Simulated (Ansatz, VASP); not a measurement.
**MgS in VASP and in Ansatz**

The input INCAR:

```
ALGO = Normal
EDIFF = 1E-7
ENCUT = 520
GGA = PS
ISIF = 2
ISMEAR = 0
LASPH = True
LCHARG = True
LELF = True
LREAL = False
LVHAR = True
LWAVE = False
NBANDS = 11
NELM = 100
PREC = Accurate
SIGMA = 0.05
```

File KPOINTS:

```
k-points
0
Gamma
  8 8 8
```

The input POSCAR:

```
MgS
1.0
    0.0000000000      2.6016500000      2.6016500000
    2.6016500000      0.0000000000      2.6016500000
    2.6016500000      2.6016500000      0.0000000000
Mg S
1 1
Direct
   -0.1189088528      0.0000000000      0.0000000000
    0.5000000000      0.5000000000      0.5000000000
```

Input for Ansatz:

```yaml
crystal:
  lattice:
    - [0.0, 2.60165, 2.60165]
    - [2.60165, 0.0, 2.60165]
    - [2.60165, 2.60165, 0.0]
  atoms:
    - { symbol: Mg, position: [-0.1189088528, 0.0, 0.0] }
    - { symbol: S, position: [0.5, 0.5, 0.5] }
basis:
  ecutwfc: 420
kpoints:
  mp_grid: { grid: [8, 8, 8] }
hamiltonian:
  xc: pbesol
scf:
  occupations: { method: gaussian, width: 0.05 }
output:
  forces: true
  stress: true
  eigenvalues: true
```

Change from the starting cell: all Mg atoms moved +0.438 Å, as atom 1 towards its neighbour atom 1 (Mg) at 3.679 Å.

Alike in both runs: task single point; functional PBEsol; k mesh 8 × 8 × 8; occupations gaussian, width 0.05 eV; no spin polarisation.

|  | VASP | Ansatz |
| --- | --- | --- |
| version | VASP 6.6.1 | Ansatz 0.2.0 |
| potentials or method | VASP PAW PBE potentials, release 64 (Mg, S) | scalar-relativistic, plane waves, PAW |
| plane-wave cutoff (eV) | 520 | 420 |
| valence electrons in the cell | 8 | 16 |

|  | VASP | Ansatz | Ansatz less VASP |
| --- | --- | --- | --- |
| gap on the k mesh at the Fermi level (eV) | 2.75 | 2.75 | -0.002 |
| least direct gap on the mesh (eV) | 3.55 | 3.55 | 0.000 |
| pressure (GPa) | 5.2 | 5.3 | +0.12 |
| largest component of the traceless stress (GPa) | 7.59 | 7.55 | -0.039 |
| rms of the force components (eV/Å) | 0.892 | 0.889 | -0.0039 |

Atom by atom the forces differ by 0.004 eV/Å (rms over components). The functional is the same, so the differences come from potentials, cutoffs and numerics. The two sets of potentials don't hold the same shells in valence.

Caveats: the PAW data sets were made with another functional, which shifts forces and pressure a little (VASP). A k mesh can miss the band edges.
